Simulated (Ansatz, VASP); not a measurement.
# PbS (Galena) in two plane-wave programs

One calculation is typed for both programs; each brings its own data sets and cutoff. How far apart do they land? The cell is taken from a series of VASP runs on this material, whose earlier steps may have relaxed, scaled or displaced it; both programs get it as it stands.

Method: plane waves, with VASP 6.6.1 beside it; band structure at PBE and single point at PBE, in Ansatz 0.2.0.

## (1) Starting point

The structure is cubic, space group Fm-3m (No. 225). Conventional cell: a = 6.004 Å, b = 6.004 Å, c = 6.004 Å, α = 90.00°, β = 90.00°, γ = 90.00°. Nearest to Pb lie 6 S at 3.00 Å. S has 6 Pb at 3.00 Å nearest. Farther neighbours and most contacts between anions are not listed.

## (2) Ansatz: band structure, PBE

Ansatz runs on its default PAW (the set named soft_2) files.

The same path points are solved in both programs, so levels can be compared one by one.

Contents of input.yaml:

```yaml
crystal:
  lattice:
    - [0.0, 3.0021302134, 3.0021302134]
    - [3.0021302134, 0.0, 3.0021302134]
    - [3.0021302134, 3.0021302134, 0.0]
  atoms:
    - { symbol: Pb, position: [0.0, 0.0, 0.0] }
    - { symbol: S, position: [0.5, 0.5, 0.5] }
hamiltonian:
  xc: pbe
  pseudopotentials: { kind: paw }
kpoints:
  mp_grid: { grid: [6, 6, 6] }
  band_path:
    path:
      - [0.0, 0.0, 0.0]
      - [0.16667, 0.0, 0.16667]
      - [0.33333, 0.0, 0.33333]
      - [0.5, 0.0, 0.5]
      - [0.5, 0.08333, 0.58333]
      - [0.5, 0.18333, 0.68333]
      - [0.5, 0.25, 0.75]
      - [0.45, 0.3, 0.75]
      - [0.40833, 0.34167, 0.75]
      - [0.35, 0.35, 0.7]
      - [0.225, 0.225, 0.45]
      - [0.075, 0.075, 0.15]
      - [0.03333, 0.03333, 0.03333]
      - [0.23333, 0.23333, 0.23333]
      - [0.4, 0.4, 0.4]
      - [0.5, 0.5, 0.5]
      - [0.51667, 0.46667, 0.51667]
      - [0.55833, 0.38333, 0.55833]
      - [0.60833, 0.28333, 0.60833]
      - [0.60833, 0.25, 0.64167]
      - [0.55833, 0.25, 0.69167]
      - [0.51667, 0.25, 0.73333]
      - [0.5, 0.3, 0.7]
      - [0.5, 0.38333, 0.61667]
      - [0.5, 0.48333, 0.51667]
      - [0.475, 0.475, 0.55]
      - [0.425, 0.425, 0.65]
      - [0.38333, 0.38333, 0.73333]
      - [0.59167, 0.18333, 0.59167]
      - [0.55, 0.1, 0.55]
      - [0.5, 0.0, 0.5]
    npoints: 1
scf:
  occupations: { method: gaussian, width: 0.05 }
  n_extra_bands: 7
output:
  forces: true
  stress: true
  eigenvalues: true
```

Command:

```console
$ ansatz run input.yaml --threads 2 --pin off --max-ram 4608MiB --backend cpu --events-out ev --progress --plain --runs-dir out
```

Numbers of over 12 decimals in the logs are rounded to 6 here.

The log of the run:

```text
scf.n_extra_bands = 7 over 10 filled bands (N_el = 20.0): the run solves 17 bands
Engine: ansatz 0.2.0, aarch64-unknown-linux-gnu
Pseudopotentials: kind: paw
Pseudopotential: Pb, paw, valence charge 14, recommended cutoff 420 eV (normal), Pb.paw.azcp
Pseudopotential: S, paw, valence charge 6, recommended cutoff 420 eV (normal), S.paw.azcp
Functional definition: PBE
  parameter kappa = 0.804
  parameter beta = 0.066725
  exchange = pbe_x(kappa = kappa, mu = beta*pi^2/3)
  correlation = pbe_c(beta = beta)
Crystal: 2 atoms, lattice volume = 54.115 Å³
Basis set: ecut = 420 eV, 1067 PW (Γ), exchange–correlation on 60×60×60 points (8 copies of the dense FFT grid, shifted against one another)
Bands: 17, of which v1, the nominal top of the filled ones, is band 10 counted from 1 (9 counted from 0)
Symmetry: 48 space group operations
Space group: Fm-3m (ITA 225), of the structure as read, at distance tolerance 3.8e-5 Å
k-points: 16 of 216
Non-local potential: Pb, projectors of the file, l = 0: 2, l = 1: 2, l = 2: 2, l = 3: 2
Non-local potential: S, projectors of the file, l = 0: 2, l = 1: 2, l = 2: 2
PAW form: soft (Blöchl's): semilocal exchange-correlation on the pseudo side does not see the compensation charge
PAW one-centre angular grid: Pb, 590 points (default); XC on 64 Gauss nodes
PAW one-centre angular grid: S, 110 points (default); XC on 64 Gauss nodes
Initial density: superposition of atomic densities (neutral atoms: chi_scale 0, normalization atom), corrected by the library's trained network
Initial wavefunctions: pseudopotential atomic-orbital guess
Functional: x = pbe(κ = 0.804, μ = 0.219515), c = pbe(β = 0.066725)
SCF iter   1: F=—  HF=-12809.573604 eV  |F-HF|=—  |Δ(HF+E_count)|=         —  Δρ=1.01e-3  dr2=9.09e-4  ethr=1.77e-3  ⟨swp⟩=6.8  Hψ=1582  notcnv=0  defer=2
preconditioner: auto → none  [insulator: Δε(μ)=0.494 eV  Ē_g=17.915 eV  σ=0.050 eV  W_gap=1.00  n_scr=14 (ndim 8)  ℏωp=22.6 eV  f_vac=0.001  D(μ)=0.00/eV (n_scr^D=0)  ε∞_Penn≈2.6]
SCF iter   2: F=—  HF=-12809.572790 eV  |F-HF|=—  |Δ(HF+E_count)|=   8.14e-4  Δρ=4.99e-4  dr2=1.43e-4  ethr=4.54e-6  ⟨swp⟩=2.1  Hψ=554  notcnv=0  defer=7
SCF iter   3: F=—  HF=-12809.572778 eV  |F-HF|=—  |Δ(HF+E_count)|=   1.18e-5  Δρ=1.86e-4  dr2=1.99e-5  ethr=7.15e-7  ⟨swp⟩=2.1  Hψ=356  notcnv=0  defer=7
SCF iter   4: F=—  HF=-12809.572786 eV  |F-HF|=—  |Δ(HF+E_count)|=   8.08e-6  Δρ=4.91e-5  dr2=1.30e-6  ethr=9.95e-8  ⟨swp⟩=2.2  Hψ=327  notcnv=0  defer=7
iter 5 did not close the SCF: its close was put off for the readings that it lacked (scf_convergence_deferred on its scf_iter line)
SCF iter   5: F=-12809.572787 eV  HF=-12809.572787 eV  |F-HF|=2.40e-8  |Δ(HF+E_count)|=   1.98e-7  Δρ=7.89e-6  dr2=3.94e-8  ethr=6.50e-9  ⟨swp⟩=2.1  Hψ=395  notcnv=0  defer=7
SCF iter   6: F=-12809.572787 eV  HF=-12809.572787 eV  |F-HF|=4.55e-11  |Δ(HF+E_count)|=   7.16e-9  Δρ=4.27e-7  dr2=1.52e-10  ethr=1.97e-10  ⟨swp⟩=6.0  Hψ=1248  notcnv=0
SCF 1 converged in 6 iterations: F = -12809.572787 eV  dr2 = 1.52e-10
  greatest PAW one-centre occupation: 0.982 electrons in one spin orbital (limit 2), on the Pb atom at site 0 (counted from 0), in its partial waves of l = 2
NSCF: frozen V_eff on 31 k-points
SCF converged after 6 iterations
Free energy (F): -12809.572787 eV
Harris-Foulkes:  -12809.572787 eV  (|F-HF|=4.55e-11)
Internal energy: -12809.572787 eV  (E = F + TS)
E sigma→0 (E₀):  -12809.572787 eV
Fermi energy:    8.093198 eV
--- Per-component energies (eV) ---
  E_band       = -64.235952
  E_kinetic    = 392.616479
  E_local      = -1248.271479  (includes V_loc(G=0)·N_el)
  E_nonlocal   = 378.456530
  E_hartree    = 484.077345
  E_xc         = -318.148157
  E_vxc        = -219.964499  (∫ρ·V_xc dr)
  E_paw        = -11003.286209  (= ΣΔE_a)
  E_vpaw       = -335.227327  (= ΣTr[D̂ρ^β])
  E_aug_tail   = 0.000052  (compensation charges beyond the density's cutoff)
  E_ewald      = -1495.017349
  E_smearing   = -0.000000  (= −TS)
  E_closure    = 0.000000  (closes the sum)
  Σ components = -12809.572787   (vs F -12809.572787, Δ=0.00e0)
--- Forces (eV/Å), atoms counted from 1 ---
  atom   1  Pb    -0.00000000     0.00000000     0.00000000
  atom   2  S      0.00000000    -0.00000000     0.00000000
  max |Σ_I F_I| component: 7.40e-30 eV/Å
--- Stress (GPa, compression-positive) ---
        0.098858       0.000000      -0.000000
        0.000000       0.098858      -0.000000
       -0.000000       0.000000       0.098858
  P = ⅓ Tr σ = 0.0989 GPa (0.989 kbar)
--- Band table (eV; the first three rows and the last of 16) ---
  k-point 0: bands = [... 6 lower, 1.7905, 5.8858, 5.8858, 5.8858, 12.9893, 12.9893, 12.9893, 14.6757, ... 3 higher]
  k-point 1: bands = [... 6 lower, 1.1286, 5.9543, 5.9543, 6.3636, 11.2810, 11.8768, 11.8768, 14.6043, ... 3 higher]
  k-point 2: bands = [... 6 lower, -0.0930, 6.1313, 6.1313, 7.1803, 9.3868, 10.4871, 10.4871, 15.2643, ... 3 higher]
  k-point 15: bands = [... 6 lower, 0.2200, 3.3449, 4.1681, 6.2015, 11.0193, 12.1885, 12.9114, 14.6715, ... 3 higher]
```

Run time: 1.9 s. Hardware: 2 threads of Arm Neoverse N1, shared host; peak memory 0.29 GiB.

## (3) VASP: band structure, PBE

The same cell, functional, mesh and smearing now go to VASP, with its own data sets and cutoff.

Lines of VASP's logs that name or quote its potential files are left out, and so is its time.

Contents of INCAR:

```
SYSTEM = PbS
PREC = Accurate
ENCUT = 400
EDIFF = 1E-06
NELM = 100
ISMEAR = 0
SIGMA = 0.05
LREAL = .FALSE.
ALGO = Normal
GGA = PE
NBANDS = 22
LORBIT = 11
LWAVE = .FALSE.
LCHARG = .FALSE.
KPAR = 2
```

Contents of POSCAR:

```
PbS
1.0
    0.0000000000      3.0021302134      3.0021302134
    3.0021302134      0.0000000000      3.0021302134
    3.0021302134      3.0021302134      0.0000000000
Pb S
1 1
Direct
    0.0000000000      0.0000000000      0.0000000000
    0.5000000000      0.5000000000      0.5000000000
```

Contents of KPOINTS:

```
Automatic mesh
0
Gamma
6 6 6
0 0 0
```

Contents of KPOINTS_OPT:

```
Line mode
16
Line-mode
Reciprocal
  0.00000000   0.00000000   0.00000000 GAMMA
  0.50000000   0.00000000   0.50000000 X

  0.50000000   0.00000000   0.50000000 X
  0.50000000   0.25000000   0.75000000 W

  0.50000000   0.25000000   0.75000000 W
  0.37500000   0.37500000   0.75000000 K

  0.37500000   0.37500000   0.75000000 K
  0.00000000   0.00000000   0.00000000 GAMMA

  0.00000000   0.00000000   0.00000000 GAMMA
  0.50000000   0.50000000   0.50000000 L

  0.50000000   0.50000000   0.50000000 L
  0.62500000   0.25000000   0.62500000 U

  0.62500000   0.25000000   0.62500000 U
  0.50000000   0.25000000   0.75000000 W

  0.50000000   0.25000000   0.75000000 W
  0.50000000   0.50000000   0.50000000 L

  0.50000000   0.50000000   0.50000000 L
  0.37500000   0.37500000   0.75000000 K

  0.62500000   0.25000000   0.62500000 U
  0.50000000   0.00000000   0.50000000 X
```

Potentials, in the order of the species: Pb_d and S (PBE family, release 64).

Command:

```console
$ mpirun -np 2 vasp_std
```

The log of the run:

```text
[banner, memory and clock lines left out]
running    2 mpi-ranks, on    1 nodes
 distrk:  each k-point on    1 cores,    2 groups
 distr:  one band on    1 cores,    1 groups

 POSCAR found type information on POSCAR PbS
 POSCAR found :  2 types and       2 ions
 LDA part: xc-table for (Slater+PW92), standard interpolation
 POSCAR, INCAR and KPOINTS ok, starting setup
 FFT: planning ... GRIDC
 FFT: planning ... GRID_SOFT
 FFT: planning ... GRID
 WAVECAR not read
 entering main loop
       N       E                     dE             d eps       ncg     rms          rms(c)
DAV:   1     0.155296461426E+03    0.15530E+03   -0.78300E+03   712   0.785E+02
DAV:   2     0.276773036667E+01   -0.15253E+03   -0.14385E+03   786   0.251E+02
DAV:   3    -0.896261329842E+01   -0.11730E+02   -0.11648E+02   886   0.740E+01
DAV:   4    -0.927251809751E+01   -0.30990E+00   -0.30965E+00   856   0.126E+01
DAV:   5    -0.928490437465E+01   -0.12386E-01   -0.12386E-01   990   0.250E+00    0.437E+00
DAV:   6    -0.876531201346E+01    0.51959E+00   -0.11820E+00  1086   0.616E+00    0.307E+00
DAV:   7    -0.876787733861E+01   -0.25653E-02   -0.14381E-01   882   0.150E+00    0.184E+00
DAV:   8    -0.877168412028E+01   -0.38068E-02   -0.17736E-02   804   0.108E+00    0.345E-01
DAV:   9    -0.877079437540E+01    0.88974E-03   -0.40382E-03  1056   0.425E-01    0.102E-01
DAV:  10    -0.877102961480E+01   -0.23524E-03   -0.49442E-04   770   0.937E-02    0.972E-02
DAV:  11    -0.877103934669E+01   -0.97319E-05   -0.59471E-05   886   0.640E-02    0.201E-02
DAV:  12    -0.877104055886E+01   -0.12122E-05   -0.26092E-06   798   0.118E-02    0.162E-03
DAV:  13    -0.877104067524E+01   -0.11638E-06   -0.11457E-07   610   0.248E-03
   1 F= -.87710407E+01 E0= -.87710407E+01  d E =-.117022E-11
 Start KPOINTS_OPT (optional k-point list driver)
k-point batch [1-16\160]
       N       E                     dE             ncg
DAV:   1     0.934705032046E+03   -0.40664E+04      704
DAV:   2    -0.164287037995E+04   -0.25776E+04      772
DAV:   3    -0.183762056978E+04   -0.19475E+03      820
DAV:   4    -0.184267806892E+04   -0.50575E+01      882
DAV:   5    -0.184287079968E+04   -0.19273E+00      938
DAV:   6    -0.184287529723E+04   -0.44975E-02      948
DAV:   7    -0.184287544131E+04   -0.14408E-03      998
DAV:   8    -0.184287544575E+04   -0.44396E-05      746
DAV:   9    -0.184287544584E+04   -0.85901E-07      580
[...]
k-point batch [145-160\160]
       N       E                     dE             ncg
DAV:   1     0.618787024798E+03   -0.88783E+04      734
DAV:   2    -0.174063158589E+04   -0.23594E+04      778
DAV:   3    -0.192080487390E+04   -0.18017E+03      926
DAV:   4    -0.192544991426E+04   -0.46450E+01      822
DAV:   5    -0.192563131361E+04   -0.18140E+00     1034
DAV:   6    -0.192563454704E+04   -0.32334E-02      892
DAV:   7    -0.192563457759E+04   -0.30551E-04     1116
DAV:   8    -0.192563457785E+04   -0.26043E-06      722
```

Parts of OUTCAR (step 3):

```text
ion  position               nearest neighbor table
   1  0.000  0.000  0.000-   2 3.00   2 3.00   2 3.00   2 3.00   2 3.00   2 3.00
   2  0.500  0.500  0.500-   1 3.00   1 3.00   1 3.00   1 3.00   1 3.00   1 3.00

  LATTYP: Found a face centered cubic cell.
 ALAT       =     6.0042604268

 Subroutine GETGRP returns: Found 48 space group operations
 (whereof 48 operations were pure point group operations)

The static configuration has the point symmetry O_h .

 Found     16 irreducible k-points:

   k-points           NKPTS =     16   k-points in BZ     NKDIM =     16   number of bands    NBANDS=     22

   dimension x,y,z NGX =    28 NGY =   28 NGZ =   28
   dimension x,y,z NGXF=    56 NGYF=   56 NGZF=   56

   ENCUT  =  400.0 eV  29.40 Ry    5.42 a.u.   6.92  6.92  6.92*2*pi/ulx,y,z

   NELECT =      20.0000    total number of electrons

 k-points in reciprocal lattice and weights: Automatic mesh
   0.00000000  0.00000000  0.00000000       0.005
   0.16666667  0.00000000  0.00000000       0.037
   0.33333333  0.00000000  0.00000000       0.037
   0.50000000  0.00000000  0.00000000       0.019
   0.16666667  0.16666667  0.00000000       0.028
   0.33333333  0.16666667  0.00000000       0.111
   0.50000000  0.16666667  0.00000000       0.111
  -0.33333333  0.16666667  0.00000000       0.111
  -0.16666667  0.16666667  0.00000000       0.056
[...]
-0.33333333  0.33333333  0.16666667       0.111
  -0.33333333  0.50000000  0.16666667       0.056

 average (electrostatic) potential at core
       1 -91.9684       2 -85.7272

 E-fermi :   5.5803

 k-point     1 :       0.0000    0.0000    0.0000
  band No.  band energies     occupation
    ...
      6      -7.9266      2.00000
      7      -0.7534      2.00000
      8       3.3540      2.00000
      9       3.3540      2.00000
     10       3.3540      2.00000
     11      10.4533      0.00000
     12      10.4533      0.00000
     13      10.4533      0.00000
     14      12.1709      0.00000
     15      12.1709      0.00000
    ...

 k-point     2 :       0.1667    0.0000    0.0000
  band No.  band energies     occupation
    ...
      6      -7.7070      2.00000
      7      -1.4139      2.00000
      8       3.4225      2.00000
      9       3.4225      2.00000
     10       3.8299      2.00000
     11       8.7470      0.00000
     12       9.3457      0.00000
     13       9.3457      0.00000
     14      12.0843      0.00000
     15      12.7564      0.00000
    ...

 k-point     3 :       0.3333    0.0000    0.0000
  band No.  band energies     occupation
    ...
      6      -7.1551      2.00000
      7      -2.6348      2.00000
      8       3.5994      2.00000
      9       3.5994      2.00000
     10       4.6442      2.00000
     11       6.8521      0.00000
     12       7.9566      0.00000
     13       7.9566      0.00000
     14      12.7409      0.00000
     15      14.1407      0.00000
    ...

  Total        0.0111531      0.0111531      0.0111531     -0.0000000     -0.0000000     -0.0000000
  in kB        0.3302068      0.3302068      0.3302068     -0.0000000     -0.0000000     -0.0000000
  external PRESSURE =       0.3302068 kB  Pullay stress =       0.0000000 kB

  energy-cutoff  :      400.00
  volume of cell :       54.12
      direct lattice vectors                 reciprocal lattice vectors
     0.000000000  3.002130213  3.002130213    -0.166548405  0.166548405  0.166548405
     3.002130213  0.000000000  3.002130213     0.166548405 -0.166548405  0.166548405
     3.002130213  3.002130213  0.000000000     0.166548405  0.166548405 -0.166548405

 POSITION                                       TOTAL-FORCE (eV/Angst)
 -----------------------------------------------------------------------------------
      0.00000      0.00000      0.00000         0.000000     -0.000000     -0.000000
      3.00213      3.00213      3.00213        -0.000000      0.000000      0.000000
 -----------------------------------------------------------------------------------
    total drift:                                0.000000      0.000000      0.000000

  FREE ENERGIE OF THE ION-ELECTRON SYSTEM (eV)
  ---------------------------------------------------
  free  energy   TOTEN  =        -8.7710406752 eV

  energy  without entropy=       -8.7710406752  energy(sigma->0) =       -8.77104068

 total charge
# of ion       s       p       d       tot
------------------------------------------
    1        1.489   0.486   9.843  11.817
    2        1.349   2.330   0.000   3.679
--------------------------------------------------
tot          2.838   2.815   9.843  15.496

[... 3 further parts left out ...]
```

Spin-orbit coupling is off here; with elements this heavy it splits and shifts levels by tenths of an eV or more.

## (4) Comparison

Known differences besides the potentials themselves: the cutoff is 420 eV in Ansatz and 400 eV in VASP; VASP leaves aspherical gradient terms in its spheres out (LASPH is not set), Ansatz keeps them. Total energies have different zeros and are not compared.

The two programs side by side:

```
                     quantity  Ansatz   VASP  difference
               pressure (GPa)    0.10   0.03       +0.07
gap over the path points (eV)   0.486  0.492      -0.006
```

Levels at points of the path, from each program's valence-band top (eV; 4 filled, then empty):

```
k (reciprocal lattice)                                  Ansatz                                    VASP
     0.000 0.000 0.000  -6.06 -1.96 -1.96 -1.96 5.14 5.14 5.14  -6.06 -1.96 -1.96 -1.96 5.14 5.14 5.14
     0.167 0.000 0.167  -6.74 -2.29 -2.29 -0.98 2.40 4.80 4.80  -6.75 -2.28 -2.28 -0.98 2.41 4.81 4.81
     0.333 0.000 0.333  -7.30 -3.03 -2.89 -2.89 3.71 4.43 5.15  -7.31 -3.02 -2.89 -2.89 3.72 4.45 5.16
     0.500 0.000 0.500  -7.11 -4.86 -3.18 -3.18 4.04 5.48 5.58  -7.11 -4.85 -3.17 -3.17 4.06 5.49 5.58
     0.500 0.083 0.583  -7.30 -4.76 -3.32 -2.71 4.12 4.74 5.37  -7.31 -4.76 -3.31 -2.70 4.13 4.75 5.37
     0.500 0.183 0.683  -7.68 -4.44 -3.77 -1.43 2.88 4.40 4.99  -7.69 -4.43 -3.76 -1.43 2.89 4.41 5.00
     0.500 0.250 0.750  -7.77 -4.12 -4.12 -0.92 2.24 4.68 4.68  -7.78 -4.11 -4.11 -0.91 2.25 4.69 4.69
     0.450 0.300 0.750  -7.78 -4.33 -3.68 -1.26 2.58 4.41 4.88  -7.79 -4.32 -3.67 -1.26 2.59 4.42 4.89
     0.408 0.342 0.750  -7.79 -4.43 -3.10 -1.89 3.12 4.20 4.99  -7.80 -4.42 -3.09 -1.88 3.13 4.21 5.00
     0.350 0.350 0.700  -7.96 -4.29 -2.51 -2.01 2.96 3.70 4.85  -7.96 -4.28 -2.50 -2.00 2.96 3.71 4.86
```

Among the levels compared at these points, filled levels agree within 8 meV and empty ones within 16 meV. Ansatz's pressure holds a Pulay correction of 0.02 GPa; VASP's holds none.

## (5) Other set-ups

Further runs change the set-up of one program: Ansatz's method, potentials or start, or VASP's data sets, cutoff or form of LDA. The table gives Ansatz less VASP for each quantity, since a change that brings one quantity closer may part another.

```
                              run  pressure (GPa)  gap over the path points (eV)
                         as above           0.066                        -0.0062
Ansatz's all-electron LAPW method           0.074                        -0.0073
```

(Part 1 of 2 ends here.)

[Lines on the potential files, build, host, timing and source positions are cut from VASP's logs without a mark.]

[Logs are printed without paths, hosts, clocks, repeated set-up lines and the standing remarks that a program may print on its own settings, such as how far it seeks lower states.]

[Hosts, paths, dates, database ids (printed as entryN), source tags and the programs' standing remarks are cut or masked in the printed files.]
